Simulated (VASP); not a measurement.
# ZnS (P6_3/mmc) in VASP: single point with PBE

Aim: the single point of ZnS with PBE.

All numbers are computed with VASP 6.6.1; they aren't measurements. Logs are shortened: lines on timing, memory, paths and dates and some standing lists are left out, and cuts for length are marked.

**1. The cell of the first run**

Symmetry: P6_3/mmc, No. 194, hexagonal system. Conventional cell: a = 3.632 Å, b = 3.632 Å, c = 5.838 Å, α = 90.00°, β = 90.00°, γ = 120.00°. Around Zn (site symmetry -3m) lie 6 S at 2.55 Å and 2 Zn at 2.92 Å. S (site symmetry -6m2) has 6 Zn at 2.55 Å as nearest neighbours.

The cell was built by a generator and needn't be a form met in nature.

**2. Single point, PBE (epitaxial_xy strain +1.2%)**

The input, INCAR:

```
ALGO = Normal
EDIFF = 1E-6
ENCUT = 520
GGA = PE
ISIF = 2
ISMEAR = -1
LASPH = T
LCHARG = F
LREAL = F
LWAVE = F
NBANDS = 26
NELM = 100
PREC = Accurate
SIGMA = 0.02
```

The input, KPOINTS:

```
k-points
0
Gamma
  12 12 4
```

The input, POSCAR:

```
ZnS
1.0
    3.6315886900      0.0000000000      0.0000000000
   -1.8157943450      3.1450480616      0.0000000000
    0.0000000000      0.0000000000      5.8376678439
Zn S
2 2
Direct
    0.0000000000      0.0000000000      0.0000000000
    0.0000000000      0.0000000000      0.5000000000
    0.3333333333      0.6666666667      0.2500000000
    0.6666666667      0.3333333333      0.7500000000
```

Potentials or basis: VASP PAW PBE potentials, release 64 (Zn, S).

Command:

```
$ cat potpaw_PBE.64/Zn/POTCAR potpaw_PBE.64/S/POTCAR > POTCAR
$ mpirun -np 1 vasp_std > vasp.out
```

OUTCAR:

```text
EDIFF = 1E-6
   ENCUT = 520
   GGA = PE
   ISIF = 2
   ISMEAR = -1
   LASPH = T
   LREAL = F
   NELM = 100
   PREC = Accurate

 ion  position               nearest neighbor table
   1  0.000  0.000  0.000-   3 2.55   4 2.55   3 2.55   4 2.55   4 2.55   3 2.55   2 2.92   2 2.92

   2  0.000  0.000  0.500-   3 2.55   4 2.55   3 2.55   4 2.55   4 2.55   3 2.55   1 2.92   1 2.92

   3  0.333  0.667  0.250-   1 2.55   2 2.55   1 2.55   2 2.55   1 2.55   2 2.55
   4  0.667  0.333  0.750-   1 2.55   2 2.55   1 2.55   2 2.55   1 2.55   2 2.55

  LATTYP: Found a hexagonal cell.
 ALAT       =     3.6315886900
 C/A-ratio  =     1.6074694417

  Lattice vectors:

 A1 = (   3.6315886900,   0.0000000000,   0.0000000000)
 A2 = (  -1.8157943450,   3.1450480616,   0.0000000000)
 A3 = (   0.0000000000,   0.0000000000,   5.8376678439)

Analysis of symmetry for initial positions (statically):
=====================================================================
 Subroutine PRICEL returns:
 Original cell was already a primitive cell.

 Routine SETGRP: Setting up the symmetry group for a
 hexagonal supercell.

 Subroutine GETGRP returns: Found 24 space group operations
 (whereof 12 operations were pure point group operations)
 out of a pool of 24 trial point group operations.

The static configuration has the point symmetry D_3d.
 The point group associated with its full space group is D_6h.

Analysis of symmetry for dynamics (positions and initial velocities):
=====================================================================
 Subroutine PRICEL returns:
 Original cell was already a primitive cell.

 Routine SETGRP: Setting up the symmetry group for a
 hexagonal supercell.

 Subroutine GETGRP returns: Found 24 space group operations
 (whereof 12 operations were pure point group operations)
 out of a pool of 24 trial point group operations.

The dynamic configuration has the point symmetry D_3d.
 The point group associated with its full space group is D_6h.

 Subroutine INISYM returns: Found 24 space group operations
 (whereof 12 operations are pure point group operations),
 and found     1 'primitive' translations

----------------------------------------------------------------------------------------

                                     Primitive cell

  volume of cell :      66.6750

  direct lattice vectors                    reciprocal lattice vectors
     3.631588690  0.000000000  0.000000000     0.275361580  0.158980082  0.000000000
    -1.815794345  3.145048062  0.000000000     0.000000000  0.317960165  0.000000000
     0.000000000  0.000000000  5.837667844     0.000000000  0.000000000  0.171301284

  length of vectors
     3.631588690  3.631588690  5.837667844     0.317960165  0.317960165  0.171301284

  position of ions in fractional coordinates (direct lattice)
     0.000000000  0.000000000  0.000000000
     0.000000000  0.000000000  0.500000000
     0.333333333  0.666666667  0.250000000
     0.666666667  0.333333333  0.750000000

  ion indices of the primitive-cell ions
   primitive index   ion index
                 1           1
                 2           2
                 3           3
                 4           4

----------------------------------------------------------------------------------------

 KPOINTS: k-points

Automatic generation of k-mesh.
 Grid dimensions read from file:
 generate k-points for:   12   12    4

 Generating k-lattice:

  Cartesian coordinates                     Fractional coordinates (reciprocal lattice)
     0.022946798  0.013248340  0.000000000     0.083333333 -0.000000000  0.000000000
     0.000000000  0.026496680  0.000000000     0.000000000  0.083333333  0.000000000
     0.000000000  0.000000000  0.042825321     0.000000000  0.000000000  0.250000000

  Length of vectors
     0.026496680  0.026496680  0.042825321

  Shift w.r.t. Gamma in fractional coordinates (k-lattice)
     0.000000000  0.000000000  0.000000000

 Subroutine IBZKPT returns following result:
 ===========================================

 Found     57 irreducible k-points:

 Following reciprocal coordinates:
            Coordinates               Weight
  0.000000  0.000000  0.000000      1.000000
  0.083333  0.000000  0.000000      6.000000
  0.166667  0.000000  0.000000      6.000000
  0.250000 -0.000000  0.000000      6.000000
  0.333333  0.000000  0.000000      6.000000
  0.416667  0.000000  0.000000      6.000000
[... 16 lines left out ...]
  0.250000 -0.000000  0.250000     12.000000
  0.333333  0.000000  0.250000     12.000000
 [... further k-points ...]
   k-points           NKPTS =     57   k-points in BZ     NKDIM =     57   number of bands    NBANDS=     26
   number of dos      NEDOS =    301   number of ions     NIONS =      4
   total plane-waves  NPLWV =  37632
   dimension x,y,z NGX =    28 NGY =   28 NGZ =   48
   dimension x,y,z NGXF=    56 NGYF=   56 NGZF=   96
   ions per type =               2   2
   NGX,Y,Z   is equivalent  to a cutoff of  12.82, 12.82, 13.67 a.u.
   NGXF,Y,Z  is equivalent  to a cutoff of  25.64, 25.64, 27.34 a.u.
 SYSTEM =  unknown system
   PREC   = accura    normal or accurate (medium, high low for compatibility)
   ISTART =      0    job   : 0-new  1-cont  2-samecut
   ICHARG =      2    charge: 1-file 2-atom 10-const
   ISPIN  =      1    spin polarized calculation?
   LNONCOLLINEAR =      F non collinear calculations
   LSORBIT =      F    spin-orbit coupling
   LASPH  =      T    aspherical Exc in radial PAW
   ENCUT  =  520.0 eV  38.22 Ry    6.18 a.u.   6.75  6.75 10.85*2*pi/ulx,y,z
   NELM   =    100;   NELMIN=  2; NELMDL= -5     # of ELM steps
   EDIFF  = 0.1E-05   stopping-criterion for ELM
   LREAL  =      F    real-space projection
   EDIFFG = 0.1E-04   stopping-criterion for IOM
   NSW    =      0    number of steps for IOM
   IBRION =     -1    ionic relax: 0-MD 1-quasi-New 2-CG
   NFREE  =      0    steps in history (QN), initial steepest desc. (CG)
   ISIF   =      2    stress and relaxation
   ISYM   =      2    0-nonsym 1-usesym 2-fastsym
   POTIM  = 0.5000    time-step for ionic-motion
   TEBEG  =    0.0;   TEEND  =   0.0 temperature during run
   PSTRESS=    0.0 pullay stress
   NELECT =      36.0000    total number of electrons
   NUPDOWN=      -1.0000    fix difference up-down
   EMIN   =  10.00;   EMAX   =-10.00  energy-range for DOS
   EFERMI =   0.00;   METHOD = LEGACY
   ISMEAR =    -1;   SIGMA  =   0.02  broadening in eV -4-tet -1-fermi 0-gaus
   EFERMI_NEDOS =   21; number of points for ismear=-14 and -15
   IALGO  =     38    algorithm
   IMIX   =      4    mixing-type and parameters
     AMIX     =   0.40;   BMIX     =  1.00
     AMIX_MAG =   1.60;   BMIX_MAG =  1.00
  volume/ion in A,a.u.               =      16.67       112.49
  Fermi-wavevector in a.u.,A,eV,Ry     =   1.333075  2.519146 24.178760  1.777089
  Thomas-Fermi vector in A             =   2.461961
   LORBIT       =      0    0 simple, 1 ext, 2 COOP (PROOUT), +10 PAW based schemes
   GGA     = PE    functional components
   LHFCALC =     F    Hartree Fock is set to
   AEXX    =    0.0000 exact exchange contribution
   IVDW    =     0    specifies the selected vdW correction
   LEPSILON=     F    determine dielectric tensor
   LRPA    =     F    only Hartree local field effects (RPA)
 non-spin polarized calculation
  energy-cutoff  :      520.00
  volume of cell :       66.68
 maximum number of plane-waves:      1822
 NGX is ok and might be reduce to    28
   NGX = 13   NGY = 13   NGZ = 21

 number of electron      35.9999991 magnetization

 Free energy of the ion-electron system (eV)
  ---------------------------------------------------
  ext. energy  EPLUGINS =         0.00000000
  ---------------------------------------------------
  free energy    TOTEN  =       -12.34326865 eV

  energy without entropy =      -12.34326859  energy(sigma->0) =      -12.34326862

 E-fermi :   4.0059     XC(G=0): -10.7429

 val. band max:        3.7460315054   @ k =   0.1667   0.0000   0.0000
 cond. band min:       4.2272270002   @ k =   0.3333   0.3333   0.0000
 fundamental gap:      0.4811954949
 Fermi energy:         4.0058603299

 k-point     1 :       0.0000    0.0000    0.0000
  band No.  band energies     occupation
      1      -9.9942      2.00000
      2      -8.3114      2.00000
      3      -3.2747      2.00000
      4      -2.9031      2.00000
      5      -2.9031      2.00000
      6      -2.8252      2.00000
[... 18 lines left out ...]
     25      12.5431      0.00000
     26      12.5479      0.00000

 k-point     2 :       0.0833    0.0000    0.0000
  band No.  band energies     occupation
      1      -9.9233      2.00000
      2      -8.2878      2.00000
      3      -3.2047      2.00000
      4      -2.8987      2.00000
      5      -2.8749      2.00000
      6      -2.8254      2.00000
[... 18 lines left out ...]
     25      12.6789      0.00000
     26      12.8561      0.00000

 k-point     3 :       0.1667    0.0000    0.0000
  band No.  band energies     occupation
      1      -9.7170      2.00000
      2      -8.2246      2.00000
      3      -3.0162      2.00000
      4      -2.8916      2.00000
      5      -2.8362      2.00000
      6      -2.7835      2.00000
[... 18 lines left out ...]
     25      11.7484      0.00000
     26      12.6709      0.00000

 k-point     4 :       0.2500   -0.0000    0.0000
  band No.  band energies     occupation
      1      -9.3959      2.00000
      2      -8.1453      2.00000
      3      -2.8931      2.00000
      4      -2.8751      2.00000
      5      -2.8184      2.00000
      6      -2.6630      2.00000
[... 18 lines left out ...]
     25      12.2546      0.00000
     26      12.3929      0.00000

 k-point     5 :       0.3333    0.0000    0.0000
  band No.  band energies     occupation
      1      -9.0019      2.00000
      2      -8.0893      2.00000
      3      -3.0323      2.00000
      4      -2.9057      2.00000
      5      -2.7977      2.00000
      6      -2.7146      2.00000
[... 18 lines left out ...]
     25      12.3364      0.00000
     26      13.6853      0.00000

 k-point     6 :       0.4167    0.0000    0.0000
  band No.  band energies     occupation
      1      -8.6081      2.00000
      2      -8.1094      2.00000
      3      -3.3049      2.00000
      4      -2.9202      2.00000
      5      -2.8330      2.00000
      6      -2.7388      2.00000
[... 427 lines left out ...]
 k-point    21 :       0.0833    0.0000    0.2500
  band No.  band energies     occupation
      1      -9.7432      2.00000
      2      -8.6177      2.00000
      3      -2.9696      2.00000
      4      -2.8384      2.00000
      5      -2.7704      2.00000
      6      -2.7652      2.00000
[... 18 lines left out ...]
     25      11.8052      0.00000
     26      12.4671      0.00000

 k-point    22 :       0.1667    0.0000    0.2500
  band No.  band energies     occupation
      1      -9.5472      2.00000
      2      -8.5136      2.00000
      3      -2.9691      2.00000
      4      -2.8307      2.00000
      5      -2.7645      2.00000
      6      -2.6628      2.00000
[... 18 lines left out ...]
     25      11.5097      0.00000
     26      12.5327      0.00000

 k-point    23 :       0.2500   -0.0000    0.2500
  band No.  band energies     occupation
      1      -9.2450      2.00000
      2      -8.3709      2.00000
      3      -2.9224      2.00000
      4      -2.8307      2.00000
      5      -2.7977      2.00000
      6      -2.7192      2.00000
[... 18 lines left out ...]
     25      12.2982      0.00000
     26      12.4866      0.00000

 k-point    24 :       0.3333    0.0000    0.2500
  band No.  band energies     occupation
      1      -8.8815      2.00000
      2      -8.2376      2.00000
      3      -2.9967      2.00000
      4      -2.8410      2.00000
      5      -2.8037      2.00000
      6      -2.7205      2.00000
[... 18 lines left out ...]
     25      13.0827      0.00000
     26      13.3065      0.00000

 [... further k-points ...]
[... 5 lines left out ...]
  --------------------------------------------------------------------------------------
  -------------------------------------------------------------------------------------
  Total        0.2029405      0.2029405      0.8844838      0.0000000      0.0000000      0.0000000
  in kB        4.8765874      4.8765874     21.2538261      0.0000000      0.0000000      0.0000000
  external PRESSURE =      10.3356670 kB  Pullay stress =       0.0000000 kB

 VOLUME and BASIS-vectors are now :
 -----------------------------------------------------------------------------
  energy-cutoff  :      520.00
  volume of cell :       66.68
      direct lattice vectors                 reciprocal lattice vectors
     3.631588690  0.000000000  0.000000000     0.275361580  0.158980082  0.000000000
    -1.815794345  3.145048062  0.000000000     0.000000000  0.317960165  0.000000000
     0.000000000  0.000000000  5.837667844     0.000000000  0.000000000  0.171301284

 POSITION                                       TOTAL-FORCE (eV/Angst)
 -----------------------------------------------------------------------------------
      0.00000      0.00000      0.00000        -0.000000      0.000000      0.000000
      0.00000      0.00000      2.91883        -0.000000      0.000000      0.000000
     -0.00000      2.09670      1.45942        -0.000000      0.000000      0.000000
      1.81579      1.04835      4.37825         0.000000      0.000000      0.000000
 -----------------------------------------------------------------------------------
    total drift:                               -0.000000     -0.000000      0.000000

  FREE ENERGIE OF THE ION-ELECTRON SYSTEM (eV)
  ---------------------------------------------------
  free  energy   TOTEN  =       -12.3432686459 eV

  energy  without entropy=      -12.3432685888  energy(sigma->0) =      -12.34326862
```

Wall time 32 s (1 thread of Intel Xeon 6975P-C (Granite Rapids), shared host); peak memory 0.22 GiB.

What came out:

| Item | Value |
| --- | --- |
| Free energy | -12.3433 eV |
| Pressure | 1.0 GPa |
| Band gap on the k mesh | 0.48 eV, indirect (least direct gap 1.60 eV) |

Stress tensor (GPa, compression positive):
```
0.49 0.00 0.00
0.00 0.49 0.00
0.00 0.00 2.13
```

Levels at points of the mesh, in eV from the valence-band top:
| k point | band 14 | band 15 | band 16 | band 17 | band 18 | band 19 | band 20 | band 21 | band 22 | band 23 |
| --- | --- | --- | --- | --- | --- | --- | --- | --- | --- | --- |
| (0.00, 0.00, 0.00) | -0.72 | -0.72 | -0.42 | -0.13 | -0.13 | 1.46 | 3.54 | 6.57 | 6.57 | 8.26 |
| (0.50, 0.00, 0.00) | -4.42 | -3.61 | -2.53 | -1.93 | -0.08 | 2.61 | 3.41 | 4.08 | 5.62 | 7.98 |
| (0.00, 0.00, 0.50) | -3.62 | -0.38 | -0.38 | -0.38 | -0.38 | 3.54 | 3.54 | 6.74 | 6.74 | 6.74 |
| (0.50, 0.00, 0.50) | -5.33 | -1.47 | -1.47 | -1.44 | -1.44 | 2.19 | 2.19 | 5.62 | 5.62 | 8.36 |

A k mesh can miss the band edges.
